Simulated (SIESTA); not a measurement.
**Br in SIESTA: the effect of functional**

Crystal: Br.

```
CELL_PARAMETERS angstrom
3.36325 -2.32255 0.00000
3.36325 2.32255 0.00000
0.00000 0.00000 8.70230
ATOMIC_POSITIONS crystal
Br 0.36510 0.63490 0.39010
Br 0.13490 0.86510 0.89010
Br 0.63490 0.36510 0.60990
Br 0.86510 0.13490 0.10990
```

Alike in all runs:

| Property | Result |
| --- | --- |
| Program | SIESTA 5.4.2 |
| Task | band structure |
| Basis | DZP (energy shift 0.003 Ry) |
| Grid cutoff | 500 Ry |
| Energy shift | 0.003 Ry |
| k mesh | 7 × 7 × 3 |
| Occupations | fermi-dirac, width 0.05 eV |
| Spin | no spin polarisation |

Problem. One run gave: gap on the mesh 1.84 eV; pressure 4.1 GPa; largest force 1.88 eV/Å. Which functional did it use?
A. AM05
B. BLYP
C. vdW-DF-cx

Solution. B.

```csv
functional,potentials or basis,gap on the mesh (eV),pressure (GPa),largest force (eV/Å)
AM05,PseudoDojo 0.4 standard (PBEsol files),1.79,1.1,1.16
BLYP,PseudoDojo 0.4 standard (PBE files),1.84,4.1,1.88
vdW-DF-cx,PseudoDojo 0.4 standard (PBE files),1.82,0.9,1.47
```

Caveats: the potentials were made for another functional, which shifts forces and pressure; the basis of atomic orbitals isn't converged, which shifts pressures, moduli and gaps.

